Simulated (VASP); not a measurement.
# GaAs (F-43m) in VASP: further runs

Runs on GaAs. Level: PBE. Tasks: elastic constants, Born charges and dielectric tensor.

All numbers are computed with VASP 6.6.1; they aren't measurements. Logs are shortened: lines on timing, memory, paths and dates and some standing lists are left out, and cuts for length are marked.

**The experiment to reproduce.**

“Evidence of valence band perturbations in GaAsN/GaAs(001): A combined variable-angle spectroscopic ellipsometry and modulated photoreflectance investigation”, 2008, arxiv:0805.2212 reports, for a bulk crystal of GaAs at 300 K: band gap 1.418 ± 0.005 eV (direct).

A printed reference work, textbook reports, for a bulk crystal of GaAs at 300 K: high-frequency dielectric constant 10.89.

The runs below are set against these values where they give the same quantity.

### 1 Starting point

The structure is cubic, space group F-43m (No. 216). Conventional cell: a = 5.654 Å, b = 5.654 Å, c = 5.654 Å, α = 90.00°, β = 90.00°, γ = 90.00°. As (site symmetry -43m) has 4 Ga at 2.45 Å as nearest neighbours. Ga (site symmetry -43m) has 4 As at 2.45 Å as nearest neighbours.

### 2 Elastic constants, PBE

File POSCAR:

```
GaAs
1.0
    0.0000000000      2.8268500000      2.8268500000
    2.8268500000      0.0000000000      2.8268500000
    2.8268500000      2.8268500000      0.0000000000
As Ga
1 1
Direct
    0.7500000000      0.7500000000      0.7500000000
    0.0000000000      0.0000000000      0.0000000000
```

File INCAR.step1:

```
ALGO = Normal ; EDIFF = 1E-8
EDIFFG = -0.002 ; ENCUT = 600
GGA = PE ; IBRION = 2
ISIF = 3 ; ISMEAR = -1
LASPH = True ; LCHARG = False
LREAL = False ; LWAVE = False
NELM = 60 ; NSW = 40
PREC = Accurate ; SIGMA = 0.05
```

File INCAR.step2:

```
ALGO = Normal ; EDIFF = 1E-8
ENCUT = 600 ; GGA = PE
IBRION = 6 ; ISIF = 3
ISMEAR = -1 ; LASPH = True
LCHARG = False ; LREAL = False
LWAVE = False ; NELM = 60
NFREE = 2 ; NSW = 1
POTIM = 0.015 ; PREC = Accurate
SIGMA = 0.05
```

File KPOINTS:

```
k-points
0
Gamma
  6 6 6
```

Potentials or basis: VASP PAW PBE potentials, release 64 (As, Ga_d).

Launch:

```console
> cat potpaw_PBE.64/As/POTCAR potpaw_PBE.64/Ga_d/POTCAR > POTCAR
> cp INCAR.step1 INCAR
> mpirun -np 1 vasp_std > vasp.out
> cp CONTCAR POSCAR
> cp INCAR.step2 INCAR
> mpirun -np 1 vasp_std > vasp.out
```

OUTCAR:

```text
EDIFF = 1E-8
   ENCUT = 600
   GGA = PE
   IBRION = 6
   ISIF = 3
   ISMEAR = -1
   LASPH = True
   LREAL = False
   NELM = 60
   NFREE = 2
   NSW = 1
   POTIM = 0.015
   PREC = Accurate

 ion  position               nearest neighbor table
   1  0.750  0.750  0.750-   2 2.49   2 2.49   2 2.49   2 2.49
   2  0.000  0.000  0.000-   1 2.49   1 2.49   1 2.49   1 2.49

  LATTYP: Found a face centered cubic cell.
 ALAT       =     5.7508665279

  Lattice vectors:

 A1 = (   0.0000000000,   2.8754332640,   2.8754332640)
 A2 = (   2.8754332640,   0.0000000000,   2.8754332640)
 A3 = (   2.8754332640,   2.8754332640,   0.0000000000)

Analysis of symmetry for initial positions (statically):
=====================================================================
 Subroutine PRICEL returns:
 Original cell was already a primitive cell.

 Routine SETGRP: Setting up the symmetry group for a
 face centered cubic supercell.

 Subroutine GETGRP returns: Found 24 space group operations
 (whereof 24 operations were pure point group operations)
 out of a pool of 48 trial point group operations.

The static configuration has the point symmetry T_d .

Analysis of symmetry for dynamics (positions and initial velocities):
=====================================================================
 Subroutine PRICEL returns:
 Original cell was already a primitive cell.

 Routine SETGRP: Setting up the symmetry group for a
 face centered cubic supercell.

 Subroutine GETGRP returns: Found 24 space group operations
 (whereof 24 operations were pure point group operations)
 out of a pool of 48 trial point group operations.

The dynamic configuration has the point symmetry T_d .

 Subroutine INISYM returns: Found 24 space group operations
[... 707 lines left out ...]
      1     -11.3291      2.00000
      2     -11.2411      2.00000
      3     -11.2391      2.00000
      4     -11.1970      2.00000
      5     -11.1896      2.00000
      6      -7.1691      2.00000
      7      -2.6634      2.00000
      8       0.9973      2.00000
      9       1.9148      2.00000
     10       5.6613      0.00000
     11       7.8329      0.00000
     12       9.1863      0.00000
     13      10.3842      0.00000

 [... further k-points ...]

------------------------ aborting loop because EDIFF is reached ----------------------------------------

  FORCE on cell =-STRESS in cart. coord.  units (eV):
  Direction    XX          YY          ZZ          XY          YZ          ZX
  --------------------------------------------------------------------------------------
  -------------------------------------------------------------------------------------
  Total        0.0032538      0.0035357      0.0035357      0.0000000      0.0923218      0.0000000
  in kB        0.1096377      0.1191368      0.1191368      0.0000000      3.1108206      0.0000000
  external PRESSURE =       0.1159704 kB  Pullay stress =       0.0000000 kB
[... 17 lines left out ...]
  FREE ENERGIE OF THE ION-ELECTRON SYSTEM (eV)
  ---------------------------------------------------
  free  energy   TOTEN  =        -8.2502097200 eV

  energy  without entropy=       -8.2494282390  energy(sigma->0) =       -8.24981898

 INTERNAL STRAIN TENSORS FROM STRAINED CELLS
 ============================================

 INTERNAL STRAIN TENSOR FOR ION    1 for displacements in x,y,z  (eV/Angst):
          X           Y           Z          XY          YZ          ZX
  --------------------------------------------------------------------------------
  x     0.00000    -0.00000     0.00000     0.00000     6.14703     0.00000
  y     0.00000     0.00000    -0.00000     0.00000     0.00000     6.14719
  z    -0.00000    -0.00000     0.00000     6.14694     0.00000     0.00000

 INTERNAL STRAIN TENSORS FROM DISPLACED ATOMS
 ============================================

 INTERNAL STRAIN TENSOR FOR ION    1 for displacements in x,y,z  (eV/Angst):
          X           Y           Z          XY          YZ          ZX
  --------------------------------------------------------------------------------
  x     0.00000     0.00000     0.00000     0.00000     6.14721     0.00000
  y     0.00000     0.00000     0.00000     0.00000     0.00000     6.14721
  z     0.00000     0.00000     0.00000     6.14721     0.00000     0.00000

 INTERNAL STRAIN TENSOR FOR ION    2 for displacements in x,y,z  (eV/Angst):
          X           Y           Z          XY          YZ          ZX
  --------------------------------------------------------------------------------
  x    -0.00000     0.00000     0.00000     0.00000    -6.14708     0.00000
  y     0.00000    -0.00000     0.00000     0.00000     0.00000    -6.14708
  z     0.00000     0.00000    -0.00000    -6.14708     0.00000     0.00000

 Eigenvectors and eigenvalues of the dynamical matrix
 ----------------------------------------------------

   1 f  =    7.436669 THz    46.725972 2PiTHz  248.060591 cm-1    30.755580 meV
             X         Y         Z           dx          dy          dz
      4.313150  4.313150  4.313150    -0.263905   -0.642607   -0.000000
      0.000000  0.000000  0.000000     0.273260    0.665387   -0.000000
[... 21 lines left out ...]
   6 f/i=    0.004174 THz     0.026223 2PiTHz    0.139213 cm-1     0.017260 meV
             X         Y         Z           dx          dy          dz
      4.313150  4.313150  4.313150    -0.621073   -0.362749   -0.009641
      0.000000  0.000000  0.000000    -0.599810   -0.350330   -0.009311

--------------------------------------------------------------------------------------------------------

 ELASTIC MODULI CONTR FROM IONIC RELAXATION (kBar)
 Direction    XX          YY          ZZ          XY          YZ          ZX
 --------------------------------------------------------------------------------
 XX          -0.0000      0.0000      0.0000      0.0000     -0.0000      0.0000
 YY           0.0000     -0.0000      0.0000      0.0000      0.0000     -0.0000
 ZZ           0.0000      0.0000     -0.0000     -0.0000      0.0000      0.0000
 XY           0.0000      0.0000     -0.0000   -155.7982      0.0000      0.0000
 YZ          -0.0000      0.0000      0.0000      0.0000   -155.7982      0.0000
 ZX           0.0000     -0.0000      0.0000      0.0000      0.0000   -155.7982
 --------------------------------------------------------------------------------

 TOTAL ELASTIC MODULI (kBar)
 Direction    XX          YY          ZZ          XY          YZ          ZX
 --------------------------------------------------------------------------------
 XX         946.6390    380.8412    380.8412      0.0000      0.0000     -0.0000
 YY         380.8412    946.6390    380.8412      0.0000      0.0000     -0.0000
 ZZ         380.8412    380.8412    946.6390     -0.0000     -0.0000     -0.0000
 XY           0.0000      0.0000     -0.0000    484.1072      0.0000      0.0000
 YZ           0.0000      0.0000     -0.0000      0.0000    484.1072      0.0000
 ZX          -0.0000     -0.0000     -0.0000      0.0000      0.0000    484.1072
 --------------------------------------------------------------------------------
```

OUTCAR.step1:

```text
EDIFF = 1E-8
   EDIFFG = -0.002
   ENCUT = 600
   GGA = PE
   IBRION = 2
   ISIF = 3
   ISMEAR = -1
   LASPH = True
   LREAL = False
   NELM = 60
   NSW = 40
   PREC = Accurate

[... 272 lines left out ...]
      2     -11.2607      2.00000
      3     -11.2607      2.00000
      4     -11.1935      2.00000
      5     -11.1935      2.00000
      6      -8.8974      2.00000
      7       3.4734      1.78025
      8       3.4734      1.78024
      9       3.4734      1.78024
     10       3.6130      0.66285
     11       7.1815      0.00000
     12       7.1815      0.00000
     13       7.1815      0.00000
[... 267 lines left out ...]
  FREE ENERGIE OF THE ION-ELECTRON SYSTEM (eV)
  ---------------------------------------------------
  free  energy   TOTEN  =        -8.2508325243 eV

  energy  without entropy=       -8.2500490113  energy(sigma->0) =       -8.25044077

 reached required accuracy - stopping structural energy minimisation
```

OSZICAR.step1:

```text
N       E                     dE             d eps       ncg     rms          rms(c)
DAV:   1     0.876970653657E+02    0.87697E+02   -0.99443E+03   424   0.203E+03
DAV:   2    -0.760855222622E+00   -0.88458E+02   -0.85317E+02   459   0.364E+02
DAV:   3    -0.823305796253E+01   -0.74722E+01   -0.74269E+01   521   0.817E+01
[... 32 lines left out ...]
DAV:   5    -0.825083295529E+01    0.13115E-03   -0.92259E-05   500   0.148E-01    0.940E-03
DAV:   6    -0.825083216827E+01    0.78703E-06   -0.54245E-06   598   0.294E-02    0.541E-03
DAV:   7    -0.825083264672E+01   -0.47845E-06   -0.13607E-06   521   0.196E-02    0.138E-03
DAV:   8    -0.825083252528E+01    0.12144E-06   -0.28968E-07   542   0.717E-03    0.519E-04
DAV:   9    -0.825083252430E+01    0.97634E-09   -0.12769E-08   322   0.107E-03
   3 F= -.82508325E+01 E0= -.82504408E+01  d E =-.239656E-01
```

It took 4.5 min on 1 thread of AMD EPYC 9R45 (Zen 5), shared host; peak memory 0.22 GiB.

Results:

```yaml
Relaxed_volume: 23.77 Å³/atom
Relaxed_cell: a = 4.066 Å, b = 4.066 Å, c = 4.066 Å, α = 60.00°, β = 60.00°, γ = 60.00°
Space_group_after_relaxing_to_0.05_Å: F-43m (No. 216)
Elastic_constants_C11_C12_C44: 95, 38, 48 GPa
Voigt_bulk_modulus: 57 GPa
Highest_phonon_frequency_at_Γ_LO-TO_splitting_left_out: 248 cm⁻¹
```

The path:
```tsv
step	energy change (eV)	largest force (eV/Å)	pressure (GPa)	volume (Å³)
1	0.0000	0.0000	3.44	45.18
2	-0.0212	0.0000	-0.97	48.43
3	-0.0240	0.0000	0.00	47.55
```

Final structure:
```yaml
crystal:
  lattice:
    - [0.00000, 2.87543, 2.87543]
    - [2.87543, 0.00000, 2.87543]
    - [2.87543, 2.87543, 0.00000]
  atoms:
    - { symbol: As, position: [0.75000, 0.75000, 0.75000] }
    - { symbol: Ga, position: [0.00000, 0.00000, 0.00000] }
```

Phonon frequencies in cm⁻¹ (negative: imaginary):
| q point | frequencies |
| --- | --- |
| (0.000, 0.000, 0.000) | 0 0 0 248 248 248 |

Elastic tensor in Voigt notation (GPa, in the Cartesian axes of the cell as first typed):
```
95 38 38  0  0  0
38 95 38  0  0  0
38 38 95  0  0  0
 0  0  0 48  0  0
 0  0  0  0 48  0
 0  0  0  0  0 48
```

Clamped-ion elastic tensor (GPa):
```
95 38 38  0  0  0
38 95 38  0  0  0
38 38 95  0  0  0
 0  0  0 64  0  0
 0  0  0  0 64  0
 0  0  0  0  0 64
```

(Part 1 of 2 ends here.)
